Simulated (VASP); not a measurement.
Runs of VASP 6.6.1 on In. It takes space group I4/mmm (No. 139, tetragonal). Conventional cell: a = 3.251 Å, b = 3.251 Å, c = 4.947 Å, α = 90.00°, β = 90.00°, γ = 90.00°. In (site symmetry 4/mmm) has 12 In at 3.25 to 3.38 Å as nearest neighbours. 

| level | potentials or basis | k mesh | cutoff (eV) | gap on the mesh (eV) | pressure (GPa) | relaxed volume (Å³/atom) |
| --- | --- | --- | --- | --- | --- | --- |
| PBE | VASP PAW PBE potentials, release 64 (In) | 8 × 8 × 8 | 300 | none | 0.0 | 27.44 |
| RPBE | VASP PAW PBE potentials, release 64 (In_d) | 16 × 16 × 16 | 600 | none | 0.0 | 28.75 |
| PBEsol | VASP PAW PBE potentials, release 64 (In_d) | 16 × 16 × 16 | 600 | none | 0.0 | (a) |
| PBE | VASP PAW PBE potentials, release 64 (In_d) | 16 × 16 × 16 | 600 | none | 0.0 | 27.46 |
| PBE+D3(BJ) | VASP PAW PBE potentials, release 64 (In_d) | 16 × 16 × 16 | 600 | none | 0.0 | (b) |
| LDA | VASP PAW LDA potentials, release 64 (In_d) | 16 × 16 × 16 | 600 | none | 0.0 | 24.62 |

Alike in all rows: task relaxation of cell and atoms; no spin polarisation; cell relaxed; smearing methfessel-paxton 0.1 eV.

Task: Fill in the values left out.

Result: (a) 25.55; (b) 26.04.

Caveats: the PAW data sets were made with another functional, which shifts forces and pressure a little (some runs); pairwise dispersion overbinds metals, which lowers pressure and volume (some runs).

A k mesh can miss the band edges, and the runs leave out spin-orbit coupling on In.

A gap of «none» marks a metal or a gap under the smearing width.

Not every run made on this cell is shown here.
